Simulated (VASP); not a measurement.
# GaN (P6_3mc) in VASP: further runs, part 2 of 2

VASP 6.6.1.

### 4 Band structure, PBE0

Input file POSCAR:

```
GaN                                     
1.0
    3.2177254918      0.0000000000      0.0000000000
   -1.6088627459      2.7866320141      0.0000000000
    0.0000000000      0.0000000000      5.2440545517
  Ga              N             
     2     2
Direct
     0.3333333300000021    0.6666666699999979    0.9991860844064148
     0.6666666699999979    0.3333333300000021    0.4991860844064147
     0.3333333300000021    0.6666666699999979    0.3758139155935853
     0.6666666699999979    0.3333333300000021    0.8758139155935852
```

Input file INCAR.step1:

```
SYSTEM = GaN
PREC = Accurate ; ENCUT = 520
EDIFF = 1E-5 ; ISMEAR = 0
SIGMA = 0.03 ; LREAL = .FALSE.
LASPH = .TRUE. ; NELM = 80
ALGO = Normal ; ISIF = 2
LWAVE = .TRUE. ; LCHARG = .FALSE.
NBANDS = 26 ; KPAR = 4
GGA = PE
```

Input file INCAR.step2:

```
SYSTEM = GaN
PREC = Accurate ; ENCUT = 520
EDIFF = 1E-6 ; ISMEAR = 0
SIGMA = 0.03 ; LREAL = .FALSE.
LASPH = .TRUE. ; NELM = 80
ALGO = Normal ; ISIF = 2
LWAVE = .FALSE. ; LCHARG = .FALSE.
GGA = PE ; LHFCALC = .TRUE.
AEXX = 0.25 ; PRECFOCK = Fast
HFRCUT = -1 ; NBANDS = 26
KPAR = 4 ; ISTART = 1
```

Input file KPOINTS:

```
regular mesh
0
G
  6 6 3
  0 0 0
```

Input file KPOINTS_OPT:

```
explicit points
6
Reciprocal
 0.0000000000  0.0000000000  0.0000000000 1
 0.0000000000  0.0000000000  0.5000000000 1
 0.3333333333  0.3333333333  0.5000000000 1
 0.3333333333  0.3333333333  0.0000000000 1
 0.5000000000  0.0000000000  0.5000000000 1
 0.5000000000  0.0000000000  0.0000000000 1
```

Potentials or basis: VASP PAW PBE potentials, release 64 (Ga_d, N).

Run with:

```
$ cat potpaw_PBE.64/Ga_d/POTCAR potpaw_PBE.64/N/POTCAR > POTCAR
$ cp INCAR.step1 INCAR
$ mpirun -np 4 vasp_std > vasp.out
$ cp INCAR.step2 INCAR
$ mpirun -np 4 vasp_std > vasp.out
```

OUTCAR:

```text
SYSTEM = GaN
   PREC = Accurate
   ENCUT = 520
   EDIFF = 1E-6
   ISMEAR = 0
   LREAL = .FALSE.
   LASPH = .TRUE.
   NELM = 80
   ISIF = 2
   GGA = PE
   LHFCALC = .TRUE.
   AEXX = 0.25
   PRECFOCK = Fast
   ISTART = 1

 ion  position               nearest neighbor table
   1  0.333  0.667  0.999-   4 1.97   4 1.97   4 1.97   3 1.98
   2  0.667  0.333  0.499-   3 1.97   3 1.97   3 1.97   4 1.98
   3  0.333  0.667  0.376-   2 1.97   2 1.97   2 1.97   1 1.98
   4  0.667  0.333  0.876-   1 1.97   1 1.97   1 1.97   2 1.98

  LATTYP: Found a hexagonal cell.
 ALAT       =     3.2177254918
 C/A-ratio  =     1.6297395676

  Lattice vectors:

 A1 = (   3.2177254918,   0.0000000000,   0.0000000000)
 A2 = (  -1.6088627459,   2.7866320141,   0.0000000000)
 A3 = (   0.0000000000,   0.0000000000,   5.2440545517)

Analysis of symmetry for initial positions (statically):
=====================================================================
 Subroutine PRICEL returns:
 Original cell was already a primitive cell.

 Routine SETGRP: Setting up the symmetry group for a
 hexagonal supercell.

 Subroutine GETGRP returns: Found 12 space group operations
 (whereof  6 operations were pure point group operations)
 out of a pool of 24 trial point group operations.

The static configuration has the point symmetry C_3v.
 The point group associated with its full space group is C_6v.

Analysis of symmetry for dynamics (positions and initial velocities):
=====================================================================
 Subroutine PRICEL returns:
 Original cell was already a primitive cell.

 Routine SETGRP: Setting up the symmetry group for a
 hexagonal supercell.

 Subroutine GETGRP returns: Found 12 space group operations
 (whereof  6 operations were pure point group operations)
 out of a pool of 24 trial point group operations.

The dynamic configuration has the point symmetry C_3v.
 The point group associated with its full space group is C_6v.

 Subroutine INISYM returns: Found 12 space group operations
 (whereof  6 operations are pure point group operations),
 and found     1 'primitive' translations

----------------------------------------------------------------------------------------

                                     Primitive cell

  volume of cell :      47.0214

  direct lattice vectors                    reciprocal lattice vectors
     3.217725492  0.000000000  0.000000000     0.310778531  0.179428069  0.000000000
    -1.608862746  2.786632014  0.000000000     0.000000000  0.358856137  0.000000000
     0.000000000  0.000000000  5.244054552     0.000000000  0.000000000  0.190692143

  length of vectors
     3.217725492  3.217725488  5.244054552     0.358856137  0.358856137  0.190692143

  position of ions in fractional coordinates (direct lattice)
     0.333333330  0.666666670  0.999186084
     0.666666670  0.333333330  0.499186084
     0.333333330  0.666666670  0.375813916
     0.666666670  0.333333330  0.875813916

  ion indices of the primitive-cell ions
   primitive index   ion index
                 1           1
                 2           2
[... 41 lines left out ...]
  0.500000 -0.000000  0.333333      6.000000
  0.166667  0.166667  0.333333     12.000000
  0.333333  0.166667  0.333333     24.000000
  0.333333  0.333333  0.333333      4.000000
   k-points           NKPTS =     14   k-points in BZ     NKDIM =    108   number of bands    NBANDS=     26
   number of dos      NEDOS =    301   number of ions     NIONS =      4
   total plane-waves  NPLWV =  23040
   dimension x,y,z NGX =    24 NGY =   24 NGZ =   40
   dimension x,y,z NGXF=    48 NGYF=   48 NGZF=   80
   ions per type =               2   2
   NGX,Y,Z   is equivalent  to a cutoff of  12.40, 12.40, 12.68 a.u.
   NGXF,Y,Z  is equivalent  to a cutoff of  24.80, 24.80, 25.36 a.u.
 SYSTEM =  GaN
   PREC   = accura    normal or accurate (medium, high low for compatibility)
   ISTART =      1    job   : 0-new  1-cont  2-samecut
   ICHARG =      0    charge: 1-file 2-atom 10-const
   ISPIN  =      1    spin polarized calculation?
   LNONCOLLINEAR =      F non collinear calculations
   LSORBIT =      F    spin-orbit coupling
   LASPH  =      T    aspherical Exc in radial PAW
   ENCUT  =  520.0 eV  38.22 Ry    6.18 a.u.   5.98  5.98  9.75*2*pi/ulx,y,z
   NELM   =     80;   NELMIN=  2; NELMDL=  0     # of ELM steps
   EDIFF  = 0.1E-05   stopping-criterion for ELM
   LREAL  =      F    real-space projection
   EDIFFG = 0.1E-04   stopping-criterion for IOM
   NSW    =      0    number of steps for IOM
   IBRION =     -1    ionic relax: 0-MD 1-quasi-New 2-CG
   NFREE  =      0    steps in history (QN), initial steepest desc. (CG)
   ISIF   =      2    stress and relaxation
   ISYM   =      3    0-nonsym 1-usesym 2-fastsym
   POTIM  = 0.5000    time-step for ionic-motion
   TEBEG  =    0.0;   TEEND  =   0.0 temperature during run
   PSTRESS=    0.0 pullay stress
   NELECT =      36.0000    total number of electrons
   NUPDOWN=      -1.0000    fix difference up-down
   EMIN   =  10.00;   EMAX   =-10.00  energy-range for DOS
   EFERMI =   0.00;   METHOD = LEGACY
   ISMEAR =     0;   SIGMA  =   0.03  broadening in eV -4-tet -1-fermi 0-gaus
   EFERMI_NEDOS =   21; number of points for ismear=-14 and -15
   IALGO  =     38    algorithm
   IMIX   =      1    mixing-type and parameters
     AMIX     =   0.40;   BMIX     =  1.00
     AMIX_MAG =   1.60;   BMIX_MAG =  1.00
  volume/ion in A,a.u.               =      11.76        79.33
  Fermi-wavevector in a.u.,A,eV,Ry     =   1.497650  2.830149 30.517271  2.242956
  Thomas-Fermi vector in A             =   2.609511
   LORBIT       =      0    0 simple, 1 ext, 2 COOP (PROOUT), +10 PAW based schemes
   GGA     = PE    functional components
   LHFCALC =     T    Hartree Fock is set to
   PRECFOCK=fast      Normal, Fast or Accurate (Low or Medium for compatibility)
   ENCUT4O =  -1.0   cutoff for four orbital integrals eV
   NKREDX  =     1    reduce k-point grid by
   NKREDY  =     1    reduce k-point grid by
   NKREDZ  =     1    reduce k-point grid by
   AEXX    =    0.2500 exact exchange contribution
   HFSCREEN=    0.0000 screening length (either q_TF or 0.3 A-1)
   HFSCREENC=   0.0000 screening length for correlation (either q_TF or 0.3 A-1)
   ENCUTFOCK=  -1.0 apply spherical cutoff to Coloumb kernel
   IVDW    =     0    specifies the selected vdW correction
   LEPSILON=     F    determine dielectric tensor
   LRPA    =     F    only Hartree local field effects (RPA)
 non-spin polarized calculation
 Gauss-broadening in eV      SIGMA  =   0.03
  energy-cutoff  :      520.00
  volume of cell :       47.02
 maximum number of plane-waves:      1278
 NGX is ok and might be reduce to    24
  NGX = 14; NGY = 14; NGZ = 24

 number of electron      35.9999956 magnetization

 Free energy of the ion-electron system (eV)
  ---------------------------------------------------
  ext. energy  EPLUGINS =         0.00000000
  ---------------------------------------------------
  free energy    TOTEN  =       -31.30984438 eV

  energy without entropy =      -31.30984438  energy(sigma->0) =      -31.30984438

 E-fermi :   4.0649     XC(G=0):  -9.0455

 val. band max:        3.8371653634   @ k =   0.0000   0.0000   0.0000
 cond. band min:       7.4910078617   @ k =   0.0000   0.0000   0.0000
 fundamental gap:      3.6538424983
 Fermi energy:         4.0649485020

 k-point     1 :       0.0000    0.0000    0.0000
  band No.  band energies     occupation
      1     -13.4644      2.00000
      2     -12.9595      2.00000
      3     -11.7819      2.00000
      4     -11.7662      2.00000
      5     -11.7662      2.00000
      6     -11.7116      2.00000
[... 395 lines left out ...]
     25      19.2947      0.00000
     26      20.0872      0.00000

------------------------ aborting loop because EDIFF is reached ----------------------------------------

  FORCE on cell =-STRESS in cart. coord.  units (eV):
  Direction    XX          YY          ZZ          XY          YZ          ZX
  --------------------------------------------------------------------------------------
  -------------------------------------------------------------------------------------
  Total       -1.8087726     -1.8087726     -1.9617316      0.0000000      0.0000000      0.0000000
  in kB      -61.6309338    -61.6309336    -66.8427564      0.0000000      0.0000000      0.0000000
  external PRESSURE =     -63.3682079 kB  Pullay stress =       0.0000000 kB

 VOLUME and BASIS-vectors are now :
 -----------------------------------------------------------------------------
  energy-cutoff  :      520.00
  volume of cell :       47.02
      direct lattice vectors                 reciprocal lattice vectors
     3.217725492  0.000000000  0.000000000     0.310778531  0.179428069  0.000000000
    -1.608862746  2.786632014  0.000000000     0.000000000  0.358856137  0.000000000
     0.000000000  0.000000000  5.244054552     0.000000000  0.000000000  0.190692143

 POSITION                                       TOTAL-FORCE (eV/Angst)
 -----------------------------------------------------------------------------------
     -0.00000      1.85775      5.23979         0.000000      0.000000     -0.020063
      1.60886      0.92888      2.61776        -0.000000     -0.000000     -0.020063
     -0.00000      1.85775      1.97079        -0.000000     -0.000000      0.020063
      1.60886      0.92888      4.59282         0.000000      0.000000      0.020063
 -----------------------------------------------------------------------------------
    total drift:                                0.000005     -0.000002     -0.000890

  FREE ENERGIE OF THE ION-ELECTRON SYSTEM (eV)
  ---------------------------------------------------
  free  energy   TOTEN  =       -31.3098443844 eV

  energy  without entropy=      -31.3098443844  energy(sigma->0) =      -31.30984438
```

It took 13 min on 4 MPI ranks of Intel Xeon 6975P-C (Granite Rapids), shared host; peak memory 0.2 GiB.

Results:

| Property | Result |
| --- | --- |
| Free energy | -31.3098 eV |
| Pressure | -6.3 GPa |
| Largest force | 0.020 eV/Å |
| Band gap on the k mesh | 3.65 eV, direct |
| Band gap along the path | 3.65 eV, direct |

Forces on the atoms (eV/Å):
```
Ga   0.000  0.000 -0.020
Ga   0.000  0.000 -0.020
N    0.000  0.000  0.020
N    0.000  0.000  0.020
```

Stress tensor (GPa, compression positive):
```
-6.16  0.00  0.00
 0.00 -6.16  0.00
 0.00  0.00 -6.68
```

Caveat: the PAW data sets were made with another functional, which shifts forces and pressure a little.

### 5 Overview

| level | screening parameter | exchange at q = 0 | gap on the mesh (eV) | pressure (GPa) | largest force (eV/Å) |
| --- | --- | --- | --- | --- | --- |
| PBE | - | - | 1.71 | 0.1 | - |
| HSE06 | 0.2 1/A | - | 2.98 | -6.2 | 0.02 |
| PBE0 | - | truncated | 3.65 | -6.3 | 0.02 |

Alike in all rows: task band structure; potentials or basis VASP PAW PBE potentials, release 64 (Ga_d, N); no spin polarisation; cell as given; k mesh 6 × 6 × 3; cutoff (eV) 520; smearing gaussian 0.03 eV.

On the cell as given the gap runs from 1.71 eV (PBE) to 3.65 eV (PBE0). The pressure there spans -6.3 GPa (PBE0) to 0.1 GPa (PBE); a positive pressure means that this level wants a larger cell, a negative one a smaller.

Caveats: the PAW data sets were made with another functional, which shifts forces and pressure a little (some runs).

Absolute energies hang on the potentials; compare differences alone.

### 6 Comparison with measurements

Step 2. A measured gap of GaN is 3.503 eV (direct; quoted in “Studying electronic properties in GaN without electrical contacts using γ-γ vs e−-γ Perturbed Angular Correlations”, 2019, pmc:6823545); the calculated 1.71 eV misses it by -1.79 eV. So large a miss can be the level of theory's own, or it may mean another phase, state or a wrong row. Spin-orbit coupling on Ga is left out. The value is that of PBE, without temperature or zero-point motion. Semilocal functionals fall short of measured gaps as a rule.

Step 3. A measured gap of GaN is 3.503 eV (direct; quoted in “Studying electronic properties in GaN without electrical contacts using γ-γ vs e−-γ Perturbed Angular Correlations”, 2019, pmc:6823545); the calculated 2.98 eV misses it by -0.53 eV. Spin-orbit coupling on Ga is left out. The value is that of HSE06, without temperature or zero-point motion.

Step 4. Measured gap of GaN: 3.503 eV (direct; quoted in “Studying electronic properties in GaN without electrical contacts using γ-γ vs e−-γ Perturbed Angular Correlations”, 2019, pmc:6823545). This calculation gives 3.65 eV (+0.15 eV). Spin-orbit coupling on Ga is left out. The value is that of PBE0, without temperature or zero-point motion.
